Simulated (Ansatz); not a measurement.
## HfS2: a two-dimensional sheet

The structure comes from a generated guess, relaxed at this level; another structure or a mixture of phases may lie lower.

Computed with DFT PBE, scalar-relativistic, plane waves, PAW (Ansatz 0.2.0). Plane waves to 420 eV, a k mesh through Γ of 12×12×1 on the computed 3-atom cell and Gaussian smearing (0.02 eV); no spin polarisation.

Only a and b repeat, and vacuum parts the sheet from its images along c.

```
Hf S
1.0
     3.65176    0.00000    0.00000
    -1.82588    3.16251    0.00000
     0.00000    0.00000   29.87379
Hf S
1 2
Cartesian
  0.0000 0.0000 9.0000
  1.8259 1.0542 7.5534
  0.0000 2.1083 10.4466
```

Energies over the elements count from the elements' standard structures at the same level, with no fitted energy shifts.

For HfS2, the layer group is p-3m1 (No. 72), the in-plane cell is a = 3.652 Å, b = 3.652 Å, γ = 120.0° and the area per atom is 3.85 Å². The thickness between the outermost nuclei is 2.89 Å. The formation energy is −1.575 eV/atom and the band gap over mesh and path is 1.31 eV. The löwdin character of the top 1 eV of the valence band is S 3p 91 %, the löwdin character of the lowest 1 eV of the conduction band is Hf 5d 75 %, S 3p 18 % and the bader charges (e) is Hf1 2.15, S2 -1.07, S3 -1.07.

Levels along Γ–M–K–Γ, in eV from a zero inside the gap, sorted by energy at each point. Points in fractions of the primitive reciprocal vectors: Γ (0.000 0.000 0.000), M (0.500 0.000 0.000), K (0.333 0.333 0.000).
| point | k (1/Å, with 2π) | band 16 | band 17 | band 18 | band 19 | band 20 | band 21 | band 22 |
| --- | --- | --- | --- | --- | --- | --- | --- | --- |
| Γ | 0.000 | -3.25 | -1.48 | -0.65 | -0.65 | 1.42 | 1.42 | 2.16 |
| - | 0.497 | -3.00 | -2.99 | -1.53 | -1.15 | 1.04 | 2.67 | 3.03 |
| M | 0.993 | -3.03 | -2.88 | -1.90 | -1.70 | 0.65 | 3.43 | 3.48 |
| - | 1.280 | -3.01 | -2.84 | -2.50 | -1.98 | 1.47 | 3.18 | 3.27 |
| K | 1.567 | -4.02 | -2.46 | -2.46 | -2.39 | 2.13 | 2.97 | 2.97 |
| - | 2.140 | -3.31 | -2.74 | -2.18 | -1.19 | 1.77 | 2.02 | 3.44 |
| Γ | 2.714 | -3.25 | -1.48 | -0.65 | -0.65 | 1.42 | 1.42 | 2.16 |

The last run used a 12×12×1 mesh for its 3-atom cell and Gaussian smearing of 0.02 eV. These runs have no spin–orbit coupling, which can matter for Hf. Kohn–Sham gaps at this level usually fall short of measured ones. The reference form of S is held partly by dispersion forces, which this level lacks.
